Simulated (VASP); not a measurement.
Level of theory: r2SCAN meta-GGA, VASP's PBE PAW potentials (set 64) (plane waves; VASP).

A VASP calculation is set up with these files.

KPOINTS:
```
Automatic mesh
0
Gamma
8 8 8
0 0 0
```

**INCAR**
```
ALGO=Normal
EDIFF=1E-6
EDIFFG=-0.02
ENCUT=620
IBRION=2
ISIF=3
ISMEAR=0
LASPH=.TRUE.
LCHARG=.FALSE.
LMAXMIX=4
LMIXTAU=.TRUE.
LREAL=.FALSE.
LWAVE=.FALSE.
METAGGA=R2SCAN
NELM=100
NSW=40
PREC=Accurate
PSTRESS=200
SIGMA=0.05
SYSTEM=ZrO2
```

File POSCAR:
```
ZrO2
1
    0.0000000000     2.4889407519     2.4889407519
    2.4889407519     0.0000000000     2.4889407519
    2.4889407519     2.4889407519    -0.0000000000
Zr O
1 2
Direct
  0.0000000000   0.0000000000   0.0000000000
  0.2500000000   0.2500000000   0.2500000000
  0.7500000000   0.7500000000   0.7500000000
```

POTCAR, in this order: Zr_sv O (PBE.64 set). Program: vasp_std.

The run wrote:

### OSZICAR
```
       N       E                     dE             d eps       ncg     rms          rms(c)
DAV:   1     0.203523980727E+03    0.20352E+03   -0.16619E+04   928   0.183E+03
DAV:   2    -0.504044458964E+02   -0.25393E+03   -0.24993E+03  1152   0.435E+02
DAV:   3    -0.613184612616E+02   -0.10914E+02   -0.10900E+02  1472   0.878E+01
DAV:   4    -0.616230884262E+02   -0.30463E+00   -0.30453E+00  1232   0.110E+01
DAV:   5    -0.616283362225E+02   -0.52478E-02   -0.52477E-02  1296   0.122E+00    0.298E+01
DAV:   6    -0.451421748779E+02    0.16486E+02   -0.18720E+01  1200   0.435E+01    0.101E+01
DAV:   7    -0.464760851018E+02   -0.13339E+01   -0.28482E+00  1024   0.146E+01    0.497E+00
DAV:   8    -0.461555726165E+02    0.32051E+00   -0.26496E+00  1032   0.169E+01    0.290E+00
DAV:   9    -0.455649841831E+02    0.59059E+00   -0.10171E+00   968   0.117E+01    0.123E+00
DAV:  10    -0.457398807837E+02   -0.17490E+00   -0.14114E-01  1192   0.418E+00    0.582E-01
DAV:  11    -0.457402825957E+02   -0.40181E-03   -0.77202E-03  1296   0.101E+00    0.404E-01
DAV:  12    -0.457330746809E+02    0.72079E-02   -0.11103E-02  1088   0.114E+00    0.295E-01
DAV:  13    -0.457321250215E+02    0.94966E-03   -0.26657E-03  1216   0.383E-01    0.109E-01
DAV:  14    -0.457322821365E+02   -0.15711E-03   -0.39449E-04  1280   0.197E-01    0.462E-02
DAV:  15    -0.457319422705E+02    0.33987E-03   -0.20180E-04  1280   0.151E-01    0.435E-02
DAV:  16    -0.457322073323E+02   -0.26506E-03   -0.21640E-04  1008   0.144E-01    0.257E-02
DAV:  17    -0.457322082161E+02   -0.88378E-06   -0.14328E-05  1376   0.313E-02    0.163E-02
DAV:  18    -0.457322074879E+02    0.72821E-06   -0.25387E-06   760   0.175E-02
   1 F= -.41882807E+02 E0= -.41882807E+02  d E =-.418828E+02
```

**OUTCAR**
```
------------------------ aborting loop because EDIFF is reached ----------------------------------------
  FORCE on cell =-STRESS in cart. coord.  units (eV):
  Direction    XX          YY          ZZ          XY          YZ          ZX
  --------------------------------------------------------------------------------------
  Total        3.7997009      3.7997009      3.7997009     -0.0000000      0.0000000     -0.0000000
  in kB      197.4178083    197.4178083    197.4178083     -0.0000000      0.0000000     -0.0000000
  external PRESSURE =      -2.5821917 kB  Pullay stress =     200.0000000 kB
  volume of cell :       30.84
      direct lattice vectors                 reciprocal lattice vectors
     0.000000000  2.488940752  2.488940752    -0.200888671  0.200888671  0.200888671
     2.488940752  0.000000000  2.488940752     0.200888671 -0.200888671  0.200888671
     2.488940752  2.488940752  0.000000000     0.200888671  0.200888671 -0.200888671
 POSITION                                       TOTAL-FORCE (eV/Angst)
 -----------------------------------------------------------------------------------
      0.00000      0.00000      0.00000         0.000000      0.000000     -0.000000
      1.24447      1.24447      1.24447         0.000000      0.000000      0.000000
      3.73341      3.73341      3.73341        -0.000000     -0.000000     -0.000000
 -----------------------------------------------------------------------------------
    total drift:                                0.000000     -0.000000      0.000000
  FREE ENERGIE OF THE ION-ELECTRON SYSTEM (eV)
  ---------------------------------------------------
  free  energy   TOTEN  =       -45.7322074879 eV

  energy  without entropy=      -45.7322074879  energy(sigma->0) =      -45.73220749
  enthalpy is  TOTEN    =       -41.8828071103 eV   P V=        3.8494003776

 reached required accuracy - stopping structural energy minimisation
```
(Selected blocks of OUTCAR.)

The compound is ZrO2 in the fluorite structure, the high-temperature cubic form, which is unstable at 0 K; the monoclinic form is the stable one. It was relaxed first under an external pressure of 20 GPa.
